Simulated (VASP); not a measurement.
# NaCl (Fm-3m) in VASP: a series of runs, part 2 of 2

VASP 6.6.1. Earlier steps stand in the parts before.

## Step 5: Relaxation of cell and atoms, r2SCAN, target pressure 6.66 GPa, at which the enthalpy is minimised

INCAR

```
PREC = Accurate ; ENCUT = 600
EDIFF = 1E-6 ; ISMEAR = 0
SIGMA = 0.03 ; LREAL = False
LASPH = True ; NELM = 80
ALGO = Normal ; ISIF = 3
LWAVE = False ; LCHARG = False
METAGGA = R2SCAN ; LMIXTAU = True
IBRION = 2 ; NSW = 90
EDIFFG = -0.01 ; PSTRESS = 66.6
```

KPOINTS

```
regular mesh
0
Gamma
  8 8 8
```

POSCAR

```
NaCl
1.0
    0.0000000000      2.8100000000      2.8100000000
    2.8100000000      0.0000000000      2.8100000000
    2.8100000000      2.8100000000      0.0000000000
Na Cl
1 1
Direct
    0.0000000000      0.0000000000      0.0000000000
    0.5000000000      0.5000000000      0.5000000000
```

Potentials or basis: VASP PAW PBE potentials, release 64 (Na_pv, Cl).

Started as:

```bash
> cat potpaw_PBE.64/Na_pv/POTCAR potpaw_PBE.64/Cl/POTCAR > POTCAR
> mpirun -np 1 vasp_std > vasp.out
```

OUTCAR:

```text
PREC = Accurate
   ENCUT = 600
   EDIFF = 1E-6
   ISMEAR = 0
   LREAL = False
   LASPH = True
   NELM = 80
   ISIF = 3
   METAGGA = R2SCAN
   IBRION = 2
   NSW = 90
   EDIFFG = -0.01
   PSTRESS = 66.6

 ion  position               nearest neighbor table
   1  0.000  0.000  0.000-
   2  0.500  0.500  0.500-

  LATTYP: Found a face centered cubic cell.
 ALAT       =     5.6200000000

  Lattice vectors:

 A1 = (   0.0000000000,   2.8100000000,   2.8100000000)
 A2 = (   2.8100000000,   0.0000000000,   2.8100000000)
 A3 = (   2.8100000000,   2.8100000000,   0.0000000000)

Analysis of symmetry for initial positions (statically):
=====================================================================
 Subroutine PRICEL returns:
 Original cell was already a primitive cell.

 Routine SETGRP: Setting up the symmetry group for a
 face centered cubic supercell.

 Subroutine GETGRP returns: Found 48 space group operations
[... 217 lines left out ...]
      2     -21.4492      2.00000
      3     -21.4492      2.00000
      4     -13.8005      2.00000
      5      -0.1663      2.00000
      6      -0.1662      2.00000
      7      -0.1662      2.00000
      8       6.4787      0.00000
      9      11.7019      0.00000
     10      11.7019      0.00000
     11      11.7020      0.00000
[... 397 lines left out ...]
--------------------------------------- Ionic step        4  -------------------------------------------

 number of electron      14.0000006 magnetization

 Free energy of the ion-electron system (eV)
  ---------------------------------------------------
  ext. energy  EPLUGINS =         0.00000000
  ---------------------------------------------------
  free energy    TOTEN  =       -13.67672913 eV

  energy without entropy =      -13.67672913  energy(sigma->0) =      -13.67672913

 E-fermi :   0.2940     XC(G=0):  -9.5519

 val. band max:        0.0782814226   @ k =   0.0000   0.0000   0.0000
 cond. band min:       6.9019743765   @ k =   0.0000   0.0000   0.0000
 fundamental gap:      6.8236929539
 Fermi energy:         0.2940102590

 k-point     1 :       0.0000    0.0000    0.0000
  band No.  band energies     occupation
      1     -21.1692      2.00000
      2     -21.1689      2.00000
      3     -21.1689      2.00000
      4     -13.6617      2.00000
      5       0.0783      2.00000
      6       0.0783      2.00000
      7       0.0783      2.00000
      8       6.9020      0.00000
      9      11.9573      0.00000
     10      11.9573      0.00000
     11      11.9573      0.00000
[... 355 lines left out ...]
  energy  without entropy=      -13.6767291306  energy(sigma->0) =      -13.67672913

  enthalpy is  TOTEN    =       -12.1324173249 eV   P V=        1.5443118057

 reached required accuracy - stopping structural energy minimisation
```

Run time: 76 s. Hardware: 1 thread of Intel Xeon 6975P-C (Granite Rapids), shared host; peak memory 0.19 GiB.

What came out:

* Free energy: -13.6767 eV
* Relaxed volume: 18.58 Å³/atom
* Relaxed cell: a = 3.745 Å, b = 3.745 Å, c = 3.745 Å, α = 60.00°, β = 60.00°, γ = 60.00°
* Space group after relaxing (to 0.05 Å): Fm-3m (No. 225)
* Energy change on relaxing (the enthalpy is what falls): +56.9 meV/atom
* Ionic steps: 4
* Pressure after relaxing: 6.7 GPa
* Band gap on the k mesh: 6.82 eV, direct

The path:
| step | energy change (eV) | largest force (eV/Å) | pressure (GPa) | volume (Å³) |
| --- | --- | --- | --- | --- |
| 1 | 0.0000 | 0.0000 | -0.37 | 44.38 |
| 2 | 0.0691 | 0.0000 | 4.93 | 38.41 |
| 3 | 0.1068 | 0.0000 | 6.41 | 37.33 |
| 4 | 0.1139 | 0.0000 | 6.67 | 37.15 |

Final structure:
```
Na Cl
1.0
     0.00000    2.64838    2.64838
     2.64838    0.00000    2.64838
     2.64838    2.64838    0.00000
Na Cl
1 1
Cartesian
  0.0000 0.0000 0.0000
  2.6484 2.6484 2.6484
```

Levels at points of the mesh, in eV from the valence-band top:
| k point | band 4 | band 5 | band 6 | band 7 | band 8 | band 9 | band 10 | band 11 |
| --- | --- | --- | --- | --- | --- | --- | --- | --- |
| (0.00, 0.00, 0.00) | -13.74 | 0.00 | 0.00 | 0.00 | 6.82 | 11.88 | 11.88 | 11.88 |
| (0.50, 0.00, 0.00) | -13.15 | -2.57 | -0.41 | -0.41 | 8.28 | 12.19 | 12.19 | 13.29 |
| (0.50, 0.50, 0.00) | -13.10 | -2.25 | -0.82 | -0.82 | 8.37 | 8.98 | 13.74 | 16.70 |

Caveat: the cell is relaxed towards a set pressure, so the enthalpy falls and the energy may rise; the volume moved by over 15 % at a fixed basis, so the end points are rough; the PAW data sets were made with another functional, which shifts forces and pressure a little. r2SCAN opens gaps a little over a GGA but as a rule still falls short of measured ones.

## Step 6: The runs side by side

| task | cell | target pressure | gap on the mesh (eV) | pressure (GPa) |
| --- | --- | --- | --- | --- |
| relaxation of the atoms | atoms relaxed from: a relaxed cell with its volume scaled by 1.02 | - | 5.94 | -0.5 |
| relaxation of the atoms | atoms relaxed from: a relaxed cell with its volume scaled by 1.04 | - | 5.86 | -1.0 |
| relaxation of the atoms | atoms relaxed from: a relaxed cell with its volume scaled by 1.06 | - | 5.79 | -1.4 |
| relaxation of cell and atoms | relaxed to 6.66 GPa | 6.66 GPa | 6.82 | 6.7 |

Alike in all rows: level r2SCAN; potentials or basis VASP PAW PBE potentials, release 64 (Na_pv, Cl); no spin polarisation; k mesh 8 × 8 × 8; cutoff (eV) 600; smearing gaussian 0.03 eV.

Caveats: the PAW data sets were made with another functional, which shifts forces and pressure a little; the relaxation stopped at its first step, so nothing moved (some runs); the cell is relaxed towards a set pressure, so the enthalpy falls and the energy may rise (some runs); the volume moved by over 15 % at a fixed basis, so the end points are rough (some runs).

Absolute energies hang on the potentials; compare differences alone.
